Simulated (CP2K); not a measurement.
# TiC under changes of volume

One of the cells (10.158 Å³/atom); the others are scaled copies at fixed shape and fractional positions:

```
Ti C
1.0
     3.06279    0.00000    0.00000
     1.53139    2.65245    0.00000
     1.53139    0.88415    2.50076
Ti C
1 1
Direct
  0.00000 0.00000 0.00000
  0.50000 0.50000 0.50000
```

The cell is a database's computed one.

* Program: CP2K 2026.2
* Functional: r2SCAN
* Potentials or basis: POTENTIAL_UZH Ti GTH-SCAN-q12, C GTH-SCAN-q4; TZVP-MOLOPT-SCAN-GTH basis
* Density cutoff: 9184 eV
* k mesh: 11 × 11 × 11
* Occupations: fermi-dirac, width 0.0259 eV
* Spin: no spin polarisation

```csv
volume (Å³/atom),energy over the lowest point (meV/atom),pressure (GPa)
9.548,34.70,18.8
9.752,?,?
9.955,3.91,5.9
10.158,0.00,0.4
10.361,3.75,-4.5
10.564,12.42,-9.0
10.767,26.51,-13.1
```

Problem. What does the run at 9.752 Å³/atom give?

Solution. Energy over the lowest point 15.22 meV/atom; pressure 12.0 GPa.

Worked out: A Birch-Murnaghan fit of order 3 (a polynomial in V^(-2/3)) to the other rows has its minimum at 10.16 Å³/atom with B0 = V·E''(V) = 262 GPa and B' = 5.8. It gives 14.82 meV/atom at 9.752 Å³/atom, against the run's 15.22, and -dE/dV = 12.0 GPa, against 12.0.

Energies are extrapolated to zero smearing.

Caveats: the basis of atomic orbitals isn't converged, which shifts pressures, moduli and gaps.
